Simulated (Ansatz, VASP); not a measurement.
**Two plane-wave programs on PtSe2**

Contents of INCAR:

```
SYSTEM = PtSe2
PREC = Accurate ; ENCUT = 520
EDIFF = 1E-6 ; ISMEAR = 0
SIGMA = 0.1 ; LREAL = .FALSE.
LASPH = .TRUE. ; NELM = 100
ALGO = Normal ; ISIF = 2
LWAVE = .FALSE. ; LCHARG = .FALSE.
GGA = PE ; NBANDS = 18
```

File KPOINTS:

```
regular mesh
0
G
  6 6 6
  0 0 0
```

The input POSCAR:

```
PtSe2
1.0
   -1.9109260396      1.9109260396      4.6877404410
    1.9109260396     -1.9109260396      4.6877404410
    1.9109260396      1.9109260396     -4.6877404410
Pt Se
1 2
Direct
    0.0000000000      0.0000000000      0.0000000000
    0.6650000000      0.6650000000      0.0000000000
    0.3350000000      0.3350000000      0.0000000000
```

Input for Ansatz:

```yaml
crystal:
  lattice:
    - [-1.9109260396, 1.9109260396, 4.687740441]
    - [1.9109260396, -1.9109260396, 4.687740441]
    - [1.9109260396, 1.9109260396, -4.687740441]
  atoms:
    - { symbol: Pt, position: [0.0, 0.0, 0.0] }
    - { symbol: Se, position: [0.665, 0.665, 0.0] }
    - { symbol: Se, position: [0.335, 0.335, 0.0] }
basis:
  ecutwfc: 420
kpoints:
  mp_grid: { grid: [6, 6, 6] }
hamiltonian:
  xc: pbe
scf:
  occupations: { method: gaussian, width: 0.1 }
  lower_state_search: "off"
output:
  forces: true
  stress: true
  eigenvalues: true
```

Alike in both runs: task single point; functional PBE; k mesh 6 × 6 × 6; occupations gaussian, width 0.1 eV; no spin polarisation.

|  | VASP | Ansatz |
| --- | --- | --- |
| version | VASP 6.6.1 | Ansatz 0.2.0 |
| potentials or method | VASP PAW PBE potentials, release 64 (Pt, Se) | scalar-relativistic, plane waves, PAW |
| plane-wave cutoff (eV) | 520 | 420 |
| valence electrons in the cell | 22 | 50 |

```csv
,VASP,Ansatz,Ansatz less VASP
gap on the k mesh at the Fermi level (eV),none,none,-
pressure (GPa),-13.2,-13.1,+0.06
largest component of the traceless stress (GPa),2.34,2.33,-0.007
rms of the force components (eV/Å),0.128,0.129,+0.0005
```

Atom by atom the forces differ by 0.001 eV/Å (rms over components). A gap of «none» marks a metal or a gap that the smearing closes. With one functional, cell and mesh, what is left measures potentials, basis and numerics. The two sets of potentials don't hold the same shells in valence.

Caveats: the k mesh is coarse (spacing up to 0.39 Å⁻¹), so the values aren't converged. The runs have no spin-orbit coupling, so splittings on Pt are missing.
